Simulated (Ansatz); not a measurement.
# C: the cost of one run

Computed with Ansatz 0.2.0 (DFT PBE+D3(BJ), spin-orbit coupling, plane waves, PAW).

2 further runs of the same task are left out: 2 set aside as unsound or not needed.

## 1. The structure to begin with

Symmetry: P6/mmm, No. 191, hexagonal system. The conventional cell has a = 2.466 Å, b = 2.466 Å, c = 28.000 Å, α = 90.00°, β = 90.00°, γ = 120.00°. C (site symmetry -6m2) has 3 C at 1.42 Å as nearest neighbours.

Coordinates:

```cif
data_structure
_symmetry_space_group_name_H-M 'P6/mmm'
_symmetry_Int_Tables_number 191
_cell_length_a 2.4657
_cell_length_b 2.4657
_cell_length_c 28.0000
_cell_angle_alpha 90.000
_cell_angle_beta 90.000
_cell_angle_gamma 120.000
_cell_volume 147.43
loop_
_atom_site_label
_atom_site_type_symbol
_atom_site_symmetry_multiplicity
_atom_site_Wyckoff_symbol
_atom_site_fract_x
_atom_site_fract_y
_atom_site_fract_z
_atom_site_occupancy
C1 C 2 d 0.33333 0.66667 0.50000 1
```

The sheet was relaxed beforehand at this level: -502.0615 eV a cell, work function 4.24 eV.

## 2. Level of theory: PBE+D3(BJ) with spin-orbit coupling

Along c the cell is not periodic, so the sheet has no images above or below.

Input file input.yaml:

```yaml
crystal:
  lattice:
    - [2.4657189596, 0.0, 0.0]
    - [-1.2328594798, 2.1353752576, 0.0]
    - [0.0, 0.0, 28.0]
  atoms:
    - { symbol: C, position: [0.3333333333, 0.6666666667, 0.5] }
    - { symbol: C, position: [0.6666666667, 0.3333333333, 0.5] }
  periodic: [true, true, false]
basis:
  ecutwfc: 420
kpoints:
  mp_grid: { grid: [21, 21, 1] }
  band_path:
    path:
      - [0, 0, 0]
      - [0.5, 0, 0]
      - [0.333333333333, 0.333333333333, 0]
      - [0, 0, 0]
    npoints: 16
hamiltonian:
  xc: pbe
  dispersion: d3bj
scf:
  occupations: { method: gaussian, width: 0.1 }
output:
  forces: true
  stress: true
  eigenvalues: true
  populations: true
magnetization:
  noncollinear: true
  spin_orbit: true
```

**Question.** How long does this run take on 1 thread of an Arm CPU, shared host, and how much memory does it need?

About 55 s, with a peak of 0.52 GiB.
